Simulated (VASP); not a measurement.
# ZrS2 (P-3m1) in VASP: equation of state

Aim: energy against volume of ZrS2 in PBE, for its equilibrium volume and stiffness.

Everything below comes from runs of VASP 6.6.1. Logs are shortened: lines on timing, memory, paths and dates and some standing lists are left out, and cuts for length are marked.

**1. The structure**

The structure is trigonal, space group P-3m1 (No. 164). The conventional cell has a = 3.691 Å, b = 3.691 Å, c = 6.041 Å, α = 90.00°, β = 90.00°, γ = 120.00°. Around Zr (site symmetry -3m) lie 6 S at 2.57 Å. S (site symmetry 3m) has 3 Zr at 2.57 Å as nearest neighbours.

The cell is a database's computed one.

**2. Equation of state, PBE, 22.34 Å³/atom (volume scaled by 0.94)**

INCAR

```
ALGO = Normal
EDIFF = 1E-7
ENCUT = 520
GGA = PE
ISIF = 2
ISMEAR = -1
LASPH = T
LCHARG = F
LREAL = F
LWAVE = F
NBANDS = 19
NELM = 80
PREC = Accurate
SIGMA = 0.05
```

KPOINTS

```
k-points
0
Gamma
  8 8 5
```

POSCAR

```
ZrS2
1.0
    3.6160270677      0.0000000000      0.0000000000
   -1.8080135339      3.1315713014      0.0000000000
    0.0000000000      0.0000000000      5.9177551207
Zr S
1 2
Direct
    0.0000000000      0.0000000000      0.0000000000
    0.3333333333      0.6666666667      0.2379099700
    0.6666666667      0.3333333333      0.7620900300
```

Potentials or basis: VASP PAW PBE potentials, release 64 (Zr_sv, S).

Launch:

```bash
$ cat potpaw_PBE.64/Zr_sv/POTCAR potpaw_PBE.64/S/POTCAR > POTCAR
$ mpirun -np 1 vasp_std > vasp.out
```

OUTCAR:

```text
EDIFF = 1E-7
   ENCUT = 520
   GGA = PE
   ISIF = 2
   ISMEAR = -1
   LASPH = T
   LREAL = F
   NELM = 80
   PREC = Accurate

 ion  position               nearest neighbor table
   1  0.000  0.000  0.000-   2 2.52   3 2.52   3 2.52   2 2.52   3 2.52   2 2.52
   2  0.333  0.667  0.238-   1 2.52   1 2.52   1 2.52
   3  0.667  0.333  0.762-   1 2.52   1 2.52   1 2.52

  LATTYP: Found a hexagonal cell.
 ALAT       =     3.6160270677
 C/A-ratio  =     1.6365350729

  Lattice vectors:

 A1 = (   3.6160270677,   0.0000000000,   0.0000000000)
 A2 = (  -1.8080135339,   3.1315713014,   0.0000000000)
 A3 = (   0.0000000000,   0.0000000000,   5.9177551207)

Analysis of symmetry for initial positions (statically):
=====================================================================
 Subroutine PRICEL returns:
 Original cell was already a primitive cell.

 Routine SETGRP: Setting up the symmetry group for a
 hexagonal supercell.

 Subroutine GETGRP returns: Found 12 space group operations
 (whereof 12 operations were pure point group operations)
 out of a pool of 24 trial point group operations.

The static configuration has the point symmetry D_3d.

Analysis of symmetry for dynamics (positions and initial velocities):
=====================================================================
 Subroutine PRICEL returns:
 Original cell was already a primitive cell.

 Routine SETGRP: Setting up the symmetry group for a
 hexagonal supercell.

 Subroutine GETGRP returns: Found 12 space group operations
 (whereof 12 operations were pure point group operations)
 out of a pool of 24 trial point group operations.

The dynamic configuration has the point symmetry D_3d.

 Subroutine INISYM returns: Found 12 space group operations
 (whereof 12 operations are pure point group operations),
 and found     1 'primitive' translations

----------------------------------------------------------------------------------------

                                     Primitive cell

  volume of cell :      67.0118

[... 97 lines left out ...]
   ISTART =      0    job   : 0-new  1-cont  2-samecut
   ICHARG =      2    charge: 1-file 2-atom 10-const
   ISPIN  =      1    spin polarized calculation?
   LNONCOLLINEAR =      F non collinear calculations
   LSORBIT =      F    spin-orbit coupling
   LASPH  =      T    aspherical Exc in radial PAW
   ENCUT  =  520.0 eV  38.22 Ry    6.18 a.u.   6.72  6.72 11.00*2*pi/ulx,y,z
   NELM   =     80;   NELMIN=  2; NELMDL= -5     # of ELM steps
   EDIFF  = 0.1E-06   stopping-criterion for ELM
   LREAL  =      F    real-space projection
   EDIFFG = 0.1E-05   stopping-criterion for IOM
   NSW    =      0    number of steps for IOM
   IBRION =     -1    ionic relax: 0-MD 1-quasi-New 2-CG
   NFREE  =      0    steps in history (QN), initial steepest desc. (CG)
   ISIF   =      2    stress and relaxation
   ISYM   =      2    0-nonsym 1-usesym 2-fastsym
   POTIM  = 0.5000    time-step for ionic-motion
   TEBEG  =    0.0;   TEEND  =   0.0 temperature during run
   PSTRESS=    0.0 pullay stress
   NELECT =      24.0000    total number of electrons
   NUPDOWN=      -1.0000    fix difference up-down
   EMIN   =  10.00;   EMAX   =-10.00  energy-range for DOS
   EFERMI =   0.00;   METHOD = LEGACY
   ISMEAR =    -1;   SIGMA  =   0.05  broadening in eV -4-tet -1-fermi 0-gaus
   EFERMI_NEDOS =   21; number of points for ismear=-14 and -15
   IALGO  =     38    algorithm
   IMIX   =      4    mixing-type and parameters
     AMIX     =   0.40;   BMIX     =  1.00
     AMIX_MAG =   1.60;   BMIX_MAG =  1.00
  volume/ion in A,a.u.               =      22.34       150.74
  Fermi-wavevector in a.u.,A,eV,Ry     =   1.162594  2.196985 18.389987  1.351626
  Thomas-Fermi vector in A             =   2.299154
   LORBIT       =      0    0 simple, 1 ext, 2 COOP (PROOUT), +10 PAW based schemes
   GGA     = PE    functional components
   LHFCALC =     F    Hartree Fock is set to
   AEXX    =    0.0000 exact exchange contribution
   IVDW    =     0    specifies the selected vdW correction
   LEPSILON=     F    determine dielectric tensor
   LRPA    =     F    only Hartree local field effects (RPA)
 non-spin polarized calculation
  energy-cutoff  :      520.00
  volume of cell :       67.01
 maximum number of plane-waves:      1822
 NGX is ok and might be reduce to    28
   NGX = 13   NGY = 13   NGZ = 23

 number of electron      24.0000002 magnetization

 Free energy of the ion-electron system (eV)
  ---------------------------------------------------
  ext. energy  EPLUGINS =         0.00000000
  ---------------------------------------------------
  free energy    TOTEN  =       -21.33161526 eV

  energy without entropy =      -21.33161301  energy(sigma->0) =      -21.33161413

 E-fermi :   5.2432     XC(G=0):  -9.6016

 val. band max:        4.7364203649   @ k =   0.1250   0.0000   0.0000
 cond. band min:       5.7515194872   @ k =   0.5000   0.0000   0.4000
 fundamental gap:      1.0150991223
 Fermi energy:         5.2432406866

 k-point     1 :       0.0000    0.0000    0.0000
  band No.  band energies     occupation
      1     -44.0323      2.00000
      2     -22.1479      2.00000
      3     -21.9638      2.00000
      4     -21.9638      2.00000
      5      -8.1063      2.00000
      6      -6.5180      2.00000
[... 857 lines left out ...]
      6      -6.6182      2.00000
[... 11 lines left out ...]
     18      12.5164      0.00000
     19      13.6074      0.00000

------------------------ aborting loop because EDIFF is reached ----------------------------------------

  FORCE on cell =-STRESS in cart. coord.  units (eV):
  Direction    XX          YY          ZZ          XY          YZ          ZX
  --------------------------------------------------------------------------------------
  -------------------------------------------------------------------------------------
  Total        2.8172292      2.8172292      2.8080257     -0.0000000      0.0000000      0.0000000
  in kB       67.3568552     67.3568552     67.1368085     -0.0000000      0.0000000      0.0000000
  external PRESSURE =      67.2835063 kB  Pullay stress =       0.0000000 kB

 VOLUME and BASIS-vectors are now :
 -----------------------------------------------------------------------------
  energy-cutoff  :      520.00
  volume of cell :       67.01
      direct lattice vectors                 reciprocal lattice vectors
     3.616027068  0.000000000  0.000000000     0.276546602  0.159664255  0.000000000
    -1.808013534  3.131571301  0.000000000     0.000000000  0.319328511  0.000000000
     0.000000000  0.000000000  5.917755121     0.000000000  0.000000000  0.168982998

 POSITION                                       TOTAL-FORCE (eV/Angst)
 -----------------------------------------------------------------------------------
      0.00000      0.00000      0.00000         0.000000      0.000000     -0.000000
     -0.00000      2.08771      1.40789         0.000000      0.000000      0.817486
      1.80801      1.04386      4.50986        -0.000000     -0.000000     -0.817486
 -----------------------------------------------------------------------------------
    total drift:                                0.000000      0.000000      0.000000

  FREE ENERGIE OF THE ION-ELECTRON SYSTEM (eV)
  ---------------------------------------------------
  free  energy   TOTEN  =       -21.3316152554 eV

  energy  without entropy=      -21.3316130066  energy(sigma->0) =      -21.33161413
```

Wall time 44 s (1 thread of Intel Xeon Platinum 8488C (Sapphire Rapids), shared host); peak memory 0.2 GiB.

Results:

| Quantity | Value |
| --- | --- |
| Free energy | -21.3316 eV |
| Pressure | 6.7 GPa |
| Largest force | 0.817 eV/Å |
| Band gap on the k mesh | 1.02 eV, indirect (least direct gap 1.68 eV) |

Caveat: an odd mesh through Γ misses points on the zone boundary, where band edges often lie; this functional lacks dispersion, which binds the layers, so the pressure and a relaxed spacing across them are unreliable.

**3. Equation of state, PBE, 22.81 Å³/atom (volume scaled by 0.96)**

INCAR

```
SYSTEM = ZrS2
  ALGO = Normal
  EDIFF = 1E-7
  ENCUT = 520
  GGA = PE
  ISIF = 2
  ISMEAR = -1
  LASPH = .True.
  LCHARG = .False.
  LREAL = .False.
  LWAVE = .False.
  NBANDS = 19
  NELM = 60
  PREC = Accurate
  SIGMA = 0.05
```

KPOINTS

```
k-points
0
Gamma
  8 8 5
  0 0 0
```

POSCAR

```
ZrS2
1.0
    3.6414928861      0.0000000000      0.0000000000
   -1.8207464431      3.1536253471      0.0000000000
    0.0000000000      0.0000000000      5.9594308256
Zr S
1 2
Direct
    0.0000000000      0.0000000000      0.0000000000
    0.3333333333      0.6666666667      0.2379099700
    0.6666666667      0.3333333333      0.7620900300
```

Potentials or basis: VASP PAW PBE potentials, release 64 (Zr_sv, S).

Launch:

```bash
$ cat potpaw_PBE.64/Zr_sv/POTCAR potpaw_PBE.64/S/POTCAR > POTCAR
$ mpirun -np 1 vasp_std > vasp.out
```

It took 45 s on 1 thread of Intel Xeon Platinum 8488C (Sapphire Rapids), shared host; peak memory 0.2 GiB.

Results (log left out):

```yaml
Free_energy: -21.3816 eV
Pressure: 4.4 GPa
Largest_force: 0.543 eV/Å
Band_gap_on_the_k_mesh: 1.03 eV, indirect (least direct gap 1.67 eV)
```

Caveat: an odd mesh through Γ misses points on the zone boundary, where band edges often lie; this functional lacks dispersion, which binds the layers, so the pressure and a relaxed spacing across them are unreliable.

**4. Equation of state, PBE, 23.29 Å³/atom (volume scaled by 0.98)**

Changes to INCAR since step 3:

```diff
@@ -12,3 +12,3 @@
   NBANDS = 19
-  NELM = 60
+  NELM = 100
   PREC = Accurate
```

KPOINTS is that of step 3.

POSCAR

```
ZrS2
1.0
    3.6666074238      0.0000000000      0.0000000000
   -1.8333037119      3.1753751747      0.0000000000
    0.0000000000      0.0000000000      6.0005316473
Zr S
1 2
Direct
    0.0000000000      0.0000000000      0.0000000000
    0.3333333333      0.6666666667      0.2379099700
    0.6666666667      0.3333333333      0.7620900300
```

Launch:

```bash
$ cat potpaw_PBE.64/Zr_sv/POTCAR potpaw_PBE.64/S/POTCAR > POTCAR
$ mpirun -np 1 vasp_std > vasp.out
```

Run time: 44 s. Hardware: 1 thread of Intel Xeon Platinum 8488C (Sapphire Rapids), shared host; peak memory 0.21 GiB.

It converged, with:

| Item | Value |
| --- | --- |
| Free energy | -21.4120 eV |
| Pressure | 2.3 GPa |
| Largest force | 0.288 eV/Å |
| Band gap on the k mesh | 1.04 eV, indirect (least direct gap 1.66 eV) |

Caveat: an odd mesh through Γ misses points on the zone boundary, where band edges often lie; this functional lacks dispersion, which binds the layers, so the pressure and a relaxed spacing across them are unreliable.

**5. Equation of state, PBE, 24.24 Å³/atom (volume scaled by 1.02)**

INCAR

```
SYSTEM = ZrS2
PREC = Accurate
ENCUT = 520
EDIFF = 1E-7
ISMEAR = -1
SIGMA = 0.05
LREAL = .False.
LASPH = .True.
NELM = 100
ALGO = Normal
ISIF = 2
LWAVE = .False.
LCHARG = .False.
GGA = PE
NBANDS = 19
```

KPOINTS

```
Automatic mesh
0
Gamma
  8 8 5
  0 0 0
```

POSCAR

```
ZrS2
1.0
    3.7158295043      0.0000000000      0.0000000000
   -1.8579147522      3.2180027468      0.0000000000
    0.0000000000      0.0000000000      6.0810853085
Zr S
1 2
Direct
    0.0000000000      0.0000000000      0.0000000000
    0.3333333333      0.6666666667      0.2379099700
    0.6666666667      0.3333333333      0.7620900300
```

Launch:

```bash
$ cat potpaw_PBE.64/Zr_sv/POTCAR potpaw_PBE.64/S/POTCAR > POTCAR
$ mpirun -np 1 vasp_std > vasp.out
```

Wall time 46 s (1 thread of Intel Xeon Platinum 8488C (Sapphire Rapids), shared host); peak memory 0.21 GiB.

The run converged. Its results:

| Quantity | Value |
| --- | --- |
| Free energy | -21.4215 eV |
| Pressure | -1.3 GPa |
| Largest force | 0.170 eV/Å |
| Band gap on the k mesh | 1.07 eV, indirect (least direct gap 1.63 eV) |

Caveat: an odd mesh through Γ misses points on the zone boundary, where band edges often lie; this functional lacks dispersion, which binds the layers, so the pressure and a relaxed spacing across them are unreliable.

**6. Equation of state, PBE, 24.71 Å³/atom (volume scaled by 1.04)**

INCAR

```
SYSTEM = ZrS2
ALGO     = Normal         ! electronic algorithm
EDIFF    = 1E-7           ! SCF threshold, eV
ENCUT    = 520            ! plane-wave cutoff, eV
GGA      = PE             ! functional
ISIF     = 2              ! what is computed and relaxed
ISMEAR   = -1             ! smearing method
LASPH    = .TRUE.         ! aspherical terms in the spheres
LCHARG   = .FALSE.        ! write CHGCAR
LREAL    = .FALSE.        ! projectors in reciprocal space
LWAVE    = .FALSE.        ! write WAVECAR
NBANDS   = 19             ! bands
NELM     = 60             ! most SCF steps
PREC     = Accurate       ! precision mode
SIGMA    = 0.05           ! smearing width, eV
```

KPOINTS

```
k-points
0
G
  8 8 5
  0 0 0
```

POSCAR

```
ZrS2
1.0
    3.7399589434      0.0000000000      0.0000000000
   -1.8699794717      3.2388994541      0.0000000000
    0.0000000000      0.0000000000      6.1205739819
Zr S
1 2
Direct
    0.0000000000      0.0000000000      0.0000000000
    0.3333333333      0.6666666667      0.2379099700
    0.6666666667      0.3333333333      0.7620900300
```

Potentials or basis: VASP PAW PBE potentials, release 64 (Zr_sv, S).

Launch:

```bash
$ cat potpaw_PBE.64/Zr_sv/POTCAR potpaw_PBE.64/S/POTCAR > POTCAR
$ mpirun -np 1 vasp_std > vasp.out
```

Wall time 53 s (1 thread of Intel Xeon Platinum 8488C (Sapphire Rapids), shared host); peak memory 0.21 GiB.

Results (log left out):

- Free energy: -21.4039 eV
- Pressure: -2.8 GPa
- Largest force: 0.374 eV/Å
- Band gap on the k mesh: 1.07 eV, indirect (least direct gap 1.62 eV)

Caveat: an odd mesh through Γ misses points on the zone boundary, where band edges often lie; this functional lacks dispersion, which binds the layers, so the pressure and a relaxed spacing across them are unreliable.

**7. Equation of state, PBE, 25.19 Å³/atom (volume scaled by 1.06)**

INCAR

```
  ALGO = Normal
  EDIFF = 1E-7
  ENCUT = 520
  GGA = PE
  ISIF = 2
  ISMEAR = -1
  LASPH = True
  LCHARG = False
  LREAL = False
  LWAVE = False
  NBANDS = 19
  NELM = 80
  PREC = Accurate
  SIGMA = 0.05
```

KPOINTS

```
k-points
0
Gamma
  8 8 5
```

POSCAR

```
ZrS2
1.0
    3.7637809802      0.0000000000      0.0000000000
   -1.8818904901      3.2595299432      0.0000000000
    0.0000000000      0.0000000000      6.1595595806
Zr S
1 2
Direct
    0.0000000000      0.0000000000      0.0000000000
    0.3333333333      0.6666666667      0.2379099700
    0.6666666667      0.3333333333      0.7620900300
```

Launch:

```bash
$ cat potpaw_PBE.64/Zr_sv/POTCAR potpaw_PBE.64/S/POTCAR > POTCAR
$ mpirun -np 1 vasp_std > vasp.out
```

Run time: 48 s. Hardware: 1 thread of Intel Xeon Platinum 8488C (Sapphire Rapids), shared host; peak memory 0.21 GiB.

Results (log left out):

* Free energy: -21.3732 eV
* Pressure: -4.2 GPa
* Largest force: 0.565 eV/Å
* Band gap on the k mesh: 1.08 eV, indirect (least direct gap 1.60 eV)

Caveat: an odd mesh through Γ misses points on the zone boundary, where band edges often lie; this functional lacks dispersion, which binds the layers, so the pressure and a relaxed spacing across them are unreliable.

**8. Equation of state, PBE**

Potentials or basis: VASP PAW PBE potentials, release 64 (Zr_sv, S).

This step only gathers the single runs of the series.

Results:

```yaml
Equilibrium_volume: 23.90 Å³/atom
Bulk_modulus_at_fixed_shape_and_positions: 88 GPa
Pressure_derivative_of_the_bulk_modulus: 4.1
```

Energy against volume, from the lowest point:
| volume (Å³/atom) | energy (meV/atom) |
| --- | --- |
| 22.337 | 31.05 |
| 22.813 | 14.39 |
| 23.288 | 4.25 |
| 23.763 | 0.00 |
| 24.238 | 1.07 |
| 24.714 | 6.96 |
| 25.189 | 17.20 |

Caveat: the cell was scaled at fixed shape and fractional positions, which overstates the stiffness of a crystal with free parameters, most of all of layers and chains; this functional lacks dispersion, which binds the layers, so the pressure and a relaxed spacing across them are unreliable.
